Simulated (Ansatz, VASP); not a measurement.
Two plane-wave programs on AlN

```
Al N
1.0
     0.00000    2.01261    2.01887
     2.01261    0.00000    2.01887
     2.01261    2.01261    0.00000
Al N
1 1
Direct
  0.00000 0.00000 0.00000
  0.50000 0.50000 0.50000
```

Change from the starting cell: biaxial_xy strain -0.3%.

Alike in both runs: task single point; functional r2SCAN; k mesh 10 × 10 × 10; no spin polarisation.

|  | VASP | Ansatz |
| --- | --- | --- |
| version | VASP 6.6.1 | Ansatz 0.2.0 |
| potentials or method | VASP PAW PBE potentials, release 64 (Al, N) | plane waves, PAW |
| plane-wave cutoff (eV) | 520 | 500 |
| occupations | gaussian, width 0.01 eV | fixed |
| valence electrons in the cell | 8 | 8 |

VASP gave:

```
gap on the k mesh at the Fermi level (eV)       : 5.57
pressure (GPa)                                  : 0.9
largest component of the traceless stress (GPa) : 0.62
```

Question: What did Ansatz give for the same quantities?

Answer: gap on the k mesh at the Fermi level (eV): 5.56; pressure (GPa): 1.7; largest component of the traceless stress (GPa): 0.61.

Caveats: the PAW data sets were made with another functional, which shifts forces and pressure a little (VASP). A k mesh can miss the band edges.
